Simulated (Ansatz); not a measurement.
# Pt: moving Pt off its site

Pt, Fm-3m, a = 3.916 Å (as given, not relaxed at this level: 11.6 GPa). Ansatz: PBE, PAW, 420 eV, Γ-centred 10×10×10 mesh on 8 atoms, Gaussian smearing 0.15 eV; no spin polarisation.

```
Pt
1.0
     0.00000    3.91580    3.91580
     3.91580    0.00000    3.91580
     3.91580    3.91580    0.00000
Pt
8
Cartesian
  0.0000 0.0000 0.0000
  1.9579 1.9579 0.0000
  1.9579 0.0000 1.9579
  3.9158 1.9579 1.9579
  0.0000 1.9579 1.9579
  1.9579 3.9158 1.9579
  1.9579 1.9579 3.9158
  3.9158 3.9158 3.9158
```

Atom 1 (Pt) moves by x along the unit vector (0.707, 0.707, 0.000), with its periodic images; all else is held. y is the free energy of the cell over the start, F the force along the path summed over the moved atoms. Symmetry makes y even in x.

| x (Å) | y (meV) | F (eV/Å) |
| --- | --- | --- |
| -0.3000 | ? | ? |
| -0.1500 | 161.5 | 2.17 |
| 0.0000 | 0.0 | 0.00 |
| 0.0375 | 10.0 | -0.53 |
| 0.0750 | 40.1 | -1.07 |
| 0.1125 | 90.5 | -1.62 |
| 0.1875 | 253.5 | -2.74 |
| 0.2250 | 367.4 | -3.33 |
| 0.2625 | 503.7 | -3.95 |

**Question.** Fit y = c2 x² + c4 x⁴ to the energies of the other rows, give the force constant, and predict energy and force of the missing row.

**Answer.** Least squares on the rows shown. y = 7111.2 x² + 2883.0 x⁴. The force constant is 2 c2 = 14.2 eV/Å², for the cell as given, at 11.6 GPa (for all images moving together, not for a lone atom). The force −dy/dx at the missing row is 4.58 eV/Å (computed 4.60). At x = -0.3000 the fit asked for gives 663.4 meV. The run gave 663.8 meV, so the fit is 0.4 meV too low, a small miss on the scale of the series.

Spin–orbit coupling is left out, which can shift energies with elements as heavy as these.